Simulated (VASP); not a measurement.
# I (Im-3m) in VASP: notebook

One crystal, I, is run at these levels: TPSSh, PBE; tasks: relaxation of cell and atoms, single point.

Program: VASP 6.6.1. These are calculated values, not measurements. Logs are shortened: lines on timing, memory, paths and dates and some standing lists are left out, and cuts for length are marked.

## (1) The crystal as given

It takes space group Im-3m (No. 229, cubic). The conventional cell has a = 4.179 Å, b = 4.179 Å, c = 4.179 Å, α = 90.00°, β = 90.00°, γ = 90.00°. Around I (site symmetry m-3m) lie 8 I at 3.62 Å.

The real solid is made of molecules; this cell is a model form.

## (2) Relaxation of cell and atoms, TPSSh

The input, POSCAR:

```
I
1.0
   -2.0893754423      2.0893754423      2.0893754423
    2.0893754423     -2.0893754423      2.0893754423
    2.0893754423      2.0893754423     -2.0893754423
I
1
Direct
    0.0000000000      0.0000000000      0.0000000000
```

The input, INCAR.step1:

```
SYSTEM = I
ALGO     = Normal         ! electronic algorithm
EDIFF    = 1E-5           ! SCF threshold, eV
ENCUT    = 600            ! plane-wave cutoff, eV
GGA      = PE             ! functional
ISMEAR   = 0              ! smearing method
LASPH    = .True.         ! aspherical terms in the spheres
LCHARG   = .False.        ! write CHGCAR
LREAL    = .False.        ! projectors in reciprocal space
LWAVE    = .True.         ! write WAVECAR
NELM     = 60             ! most SCF steps
PREC     = Accurate       ! precision mode
SIGMA    = 0.05           ! smearing width, eV
```

The input, INCAR.step2:

```
SYSTEM = I
AEXX     = 0.1            ! exact-exchange fraction
ALGO     = Normal         ! electronic algorithm
EDIFF    = 1E-7           ! SCF threshold, eV
EDIFFG   = -0.01          ! ionic threshold
ENCUT    = 600            ! plane-wave cutoff, eV
HFRCUT   = -1           
IBRION   = 2              ! ionic algorithm
ISIF     = 3              ! what is computed and relaxed
ISMEAR   = 0              ! smearing method
ISTART   = 1            
LASPH    = .True.         ! aspherical terms in the spheres
LCHARG   = .False.        ! write CHGCAR
LHFCALC  = .True.         ! exact exchange
LMIXTAU  = .True.       
LREAL    = .False.        ! projectors in reciprocal space
LWAVE    = .False.        ! write WAVECAR
METAGGA  = TPSS           ! meta-GGA
NELM     = 60             ! most SCF steps
NSW      = 60             ! ionic steps
PREC     = Accurate       ! precision mode
PRECFOCK = Fast         
SIGMA    = 0.05           ! smearing width, eV
```

The input, KPOINTS:

```
k-points
0
Gamma
  5 5 5
  0 0 0
```

Potentials or basis: VASP PAW PBE potentials, release 64 (I).

Started as:

```
$ cat potpaw_PBE.64/I/POTCAR > POTCAR
$ cp INCAR.step1 INCAR
$ mpirun -np 1 vasp_std > vasp.out
$ cp INCAR.step2 INCAR
$ mpirun -np 1 vasp_std > vasp.out
```

OUTCAR:

```text
SYSTEM = I
   AEXX = 0.1
   EDIFF = 1E-7
   EDIFFG = -0.01
   ENCUT = 600
   IBRION = 2
   ISIF = 3
   ISMEAR = 0
   ISTART = 1
   LASPH = .True.
   LHFCALC = .True.
   LREAL = .False.
   METAGGA = TPSS
   NELM = 60
   NSW = 60
   PREC = Accurate
   PRECFOCK = Fast

 ion  position               nearest neighbor table
   1  0.000  0.000  0.000-

  LATTYP: Found a body centered cubic cell.
 ALAT       =     4.1787508846

  Lattice vectors:

 A1 = (  -2.0893754423,   2.0893754423,   2.0893754423)
 A2 = (   2.0893754423,  -2.0893754423,   2.0893754423)
 A3 = (   2.0893754423,   2.0893754423,  -2.0893754423)

Analysis of symmetry for initial positions (statically):
=====================================================================
 Subroutine PRICEL returns:
 Original cell was already a primitive cell.

 Routine SETGRP: Setting up the symmetry group for a
 body centered cubic supercell.

 Subroutine GETGRP returns: Found 48 space group operations
 (whereof 48 operations were pure point group operations)
 out of a pool of 48 trial point group operations.

The static configuration has the point symmetry O_h .

Analysis of symmetry for dynamics (positions and initial velocities):
=====================================================================
 Subroutine PRICEL returns:
 Original cell was already a primitive cell.

 Routine SETGRP: Setting up the symmetry group for a
 body centered cubic supercell.

 Subroutine GETGRP returns: Found 48 space group operations
 (whereof 48 operations were pure point group operations)
 out of a pool of 48 trial point group operations.

The dynamic configuration has the point symmetry O_h .

 Subroutine INISYM returns: Found 48 space group operations
 (whereof 48 operations are pure point group operations),
 and found     1 'primitive' translations

----------------------------------------------------------------------------------------

                                     Primitive cell

  volume of cell :      36.4846

  direct lattice vectors                    reciprocal lattice vectors
    -2.089375442  2.089375442  2.089375442     0.000000000  0.239305962  0.239305962
     2.089375442 -2.089375442  2.089375442     0.239305962  0.000000000  0.239305962
     2.089375442  2.089375442 -2.089375442     0.239305962  0.239305962  0.000000000

  length of vectors
     3.618904422  3.618904422  3.618904422     0.338429737  0.338429737  0.338429737

  position of ions in fractional coordinates (direct lattice)
[... 56 lines left out ...]
   ISPIN  =      1    spin polarized calculation?
   LNONCOLLINEAR =      F non collinear calculations
   LSORBIT =      F    spin-orbit coupling
   LASPH  =      T    aspherical Exc in radial PAW
   ENCUT  =  600.0 eV  44.10 Ry    6.64 a.u.   7.23  7.23  7.23*2*pi/ulx,y,z
   NELM   =     60;   NELMIN=  2; NELMDL=  0     # of ELM steps
   EDIFF  = 0.1E-06   stopping-criterion for ELM
   LREAL  =      F    real-space projection
   EDIFFG = -.1E-01   stopping-criterion for IOM
   NSW    =     60    number of steps for IOM
   IBRION =      2    ionic relax: 0-MD 1-quasi-New 2-CG
   NFREE  =      1    steps in history (QN), initial steepest desc. (CG)
   ISIF   =      3    stress and relaxation
   ISYM   =      3    0-nonsym 1-usesym 2-fastsym
   POTIM  = 0.5000    time-step for ionic-motion
   TEBEG  =    0.0;   TEEND  =   0.0 temperature during run
   PSTRESS=    0.0 pullay stress
   NELECT =       7.0000    total number of electrons
   NUPDOWN=      -1.0000    fix difference up-down
   EMIN   =  10.00;   EMAX   =-10.00  energy-range for DOS
   EFERMI =   0.00;   METHOD = LEGACY
   ISMEAR =     0;   SIGMA  =   0.05  broadening in eV -4-tet -1-fermi 0-gaus
   EFERMI_NEDOS =   21; number of points for ismear=-14 and -15
   IALGO  =     38    algorithm
   IMIX   =      1    mixing-type and parameters
     AMIX     =   0.40;   BMIX     =  1.00
     AMIX_MAG =   1.60;   BMIX_MAG =  1.00
  volume/ion in A,a.u.               =      36.48       246.21
  Fermi-wavevector in a.u.,A,eV,Ry     =   0.944215  1.784308 12.130172  0.891543
  Thomas-Fermi vector in A             =   2.071998
   LORBIT       =      0    0 simple, 1 ext, 2 COOP (PROOUT), +10 PAW based schemes
   METAGGA = TPSS    functional components
   LHFCALC =     T    Hartree Fock is set to
   PRECFOCK=fast      Normal, Fast or Accurate (Low or Medium for compatibility)
   ENCUT4O =  -1.0   cutoff for four orbital integrals eV
   NKREDX  =     1    reduce k-point grid by
   NKREDY  =     1    reduce k-point grid by
   NKREDZ  =     1    reduce k-point grid by
   AEXX    =    0.1000 exact exchange contribution
   HFSCREEN=    0.0000 screening length (either q_TF or 0.3 A-1)
   HFSCREENC=   0.0000 screening length for correlation (either q_TF or 0.3 A-1)
   ENCUTFOCK=  -1.0 apply spherical cutoff to Coloumb kernel
   IVDW    =     0    specifies the selected vdW correction
   LEPSILON=     F    determine dielectric tensor
   LRPA    =     F    only Hartree local field effects (RPA)
 conjugate gradient relaxation of ions
 non-spin polarized calculation
 Gauss-broadening in eV      SIGMA  =   0.05
  energy-cutoff  :      600.00
  volume of cell :       36.48
 maximum number of plane-waves:      1220
 NGX is ok and might be reduce to    30
  NGX = 16; NGY = 16; NGZ = 16

--------------------------------------- Ionic step        1  -------------------------------------------

 number of electron       6.9999999 magnetization

 Free energy of the ion-electron system (eV)
  ---------------------------------------------------
  ext. energy  EPLUGINS =         0.00000000
  ---------------------------------------------------
  free energy    TOTEN  =        -8.50397095 eV

  energy without entropy =       -8.50332359  energy(sigma->0) =       -8.50364727

 E-fermi :   4.0076     XC(G=0):  -8.4164

 val. band max:        3.7022796553   @ k =   0.4000   0.2000   0.0000
 cond. band min:       4.0707287781   @ k =   0.2000   0.0000   0.0000
 fundamental gap:      0.3684491228
 Fermi energy:         4.0075977917

 k-point     1 :       0.0000    0.0000    0.0000
  band No.  band energies     occupation
      1     -10.3312      2.00000
      2       4.8569      0.00000
      3       4.8569      0.00000
      4       4.8569      0.00000
      5      11.2872      0.00000
      6      14.3955      0.00000
      7      14.3955      0.00000
[... 157 lines left out ...]
--------------------------------------- Ionic step        3  -------------------------------------------

 number of electron       7.0000001 magnetization

 Free energy of the ion-electron system (eV)
  ---------------------------------------------------
  ext. energy  EPLUGINS =         0.00000000
  ---------------------------------------------------
  free energy    TOTEN  =        -8.53076896 eV

  energy without entropy =       -8.53008211  energy(sigma->0) =       -8.53042554

 E-fermi :   5.2588     XC(G=0):  -8.7952

 val. band max:        4.8768671430   @ k =   0.4000   0.2000   0.0000
 cond. band min:       5.3252798598   @ k =   0.2000   0.0000   0.0000
 fundamental gap:      0.4484127168
 Fermi energy:         5.2588048229

 k-point     1 :       0.0000    0.0000    0.0000
  band No.  band energies     occupation
      1      -9.7459      2.00000
      2       6.2434      0.00000
      3       6.2434      0.00000
      4       6.2434      0.00000
      5      13.0273      0.00000
      6      15.6042      0.00000
      7      15.6042      0.00000
[... 116 lines left out ...]
  FREE ENERGIE OF THE ION-ELECTRON SYSTEM (eV)
  ---------------------------------------------------
  free  energy   TOTEN  =        -8.5307689623 eV

  energy  without entropy=       -8.5300821119  energy(sigma->0) =       -8.53042554

 reached required accuracy - stopping structural energy minimisation
```

OSZICAR.step1:

```text
N       E                     dE             d eps       ncg     rms          rms(c)
DAV:   1     0.260820790631E+02    0.26082E+02   -0.27130E+03   140   0.794E+02
DAV:   2    -0.123182637946E+00   -0.26205E+02   -0.25636E+02   196   0.100E+02
DAV:   3    -0.110896019124E+01   -0.98578E+00   -0.98393E+00   147   0.240E+01
DAV:   4    -0.111641005460E+01   -0.74499E-02   -0.74497E-02   231   0.283E+00
DAV:   5    -0.111643177409E+01   -0.21719E-04   -0.21719E-04   175   0.108E-01    0.347E+00
DAV:   6    -0.111623774405E+01    0.19403E-03   -0.22442E-03   217   0.319E-01    0.212E+00
DAV:   7    -0.111684406159E+01   -0.60632E-03   -0.41235E-03   154   0.452E-01    0.119E-01
DAV:   8    -0.111683599091E+01    0.80707E-05   -0.18623E-04   182   0.874E-02    0.212E-02
DAV:   9    -0.111683740729E+01   -0.14164E-05   -0.28679E-06   161   0.168E-02
   1 F= -.11168374E+01 E0= -.11163977E+01  d E =-.879319E-03
```

It took 3.6 min on 1 thread of Intel Xeon Platinum 8488C (Sapphire Rapids), shared host; peak memory 0.19 GiB.

What came out:

- Free energy: -8.5308 eV
- Relaxed volume: 33.28 Å³/atom
- Relaxed cell: a = 3.510 Å, b = 3.510 Å, c = 3.510 Å, α = 109.47°, β = 109.47°, γ = 109.47°
- Space group after relaxing (to 0.05 Å): Im-3m (No. 229)
- Energy gained by relaxing: 26.8 meV/atom
- Ionic steps: 3
- Pressure after relaxing: 0.0 GPa
- Band gap on the k mesh: none (metal or under the smearing width)

The path:
```tsv
step	energy change (eV)	largest force (eV/Å)	pressure (GPa)	volume (Å³)
1	0.0000	0.0000	-2.41	36.48
2	-0.0263	0.0000	-0.39	33.66
3	-0.0268	0.0000	-0.02	33.28
```

Final structure:
```
I
1.0
    -2.02630    2.02630    2.02630
     2.02630   -2.02630    2.02630
     2.02630    2.02630   -2.02630
I
1
Cartesian
  0.0000 0.0000 0.0000
```

Caveat: the k mesh is coarse (spacing up to 0.43 Å⁻¹), so the values aren't converged, least of all with exact exchange; the PAW data sets were made with another functional, which shifts forces and pressure a little; an odd number of electrons without spin polarisation forces a metal; a magnetic or distorted state may lie lower. Spin-orbit coupling is left out, which matters for the levels of I.

(Part 1 of 2 ends here.)
